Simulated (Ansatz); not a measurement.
Input and command of a plane-wave DFT calculation in Ansatz:

```yaml
crystal:
  lattice:
    - [3.1356825285, 0.0, 0.0]
    - [-1.5678412643, 2.7155807279, 0.0]
    - [0.0, 0.0, 45.4667540098]
  atoms:
    - { symbol: S, position: [0.0, 0.0, 0.3929616022] }
    - { symbol: Mo, position: [0.6666666667, 0.3333333333, 0.4283356747] }
    - { symbol: S, position: [0.3333333333, 0.6666666667, 0.4637097471] }
    - { symbol: S, position: [0.0, 0.0, 0.5362902529] }
    - { symbol: Mo, position: [0.6666666667, 0.3333333333, 0.5716643253] }
    - { symbol: S, position: [0.3333333333, 0.6666666667, 0.6070383978] }
  periodic: [true, true, false]
basis:
  ecutwfc: 420
kpoints:
  mp_grid: { grid: [18, 18, 1] }
  band_path:
    path:
      - [0, 0, 0]
      - [0.5, 0, 0]
      - [0.3333333333333, 0.3333333333333, 0]
      - [0, 0, 0]
    npoints: 8
hamiltonian:
  xc: pbe
  dispersion: d3bj
scf:
  occupations: { method: gaussian, width: 0.1 }
output:
  forces: true
  stress: true
  eigenvalues: true
relax:
  adjacent_minimum: "off"
  f_tol: 0.01
  max_steps: 50
  constraints: [{ sites: [0, 3], fix: xy }]
```

```bash
ansatz run input.yaml --threads 2 --pin off --max-ram 5120MiB --backend cpu --events-out ev --progress --plain --runs-dir out
```

Processor: Arm Neoverse V1, 2 threads, on a host shared with other jobs.

Q: How long does it run, and how much memory does it take?

A: About 2.4 min on 2 threads of Arm Neoverse V1, on a shared host, peak memory 0.78 GiB. It solves 32 bands at 37 k points (the mesh reduced by symmetry) with about 7531 plane waves, in 32 SCF iterations over 5 ionic steps.
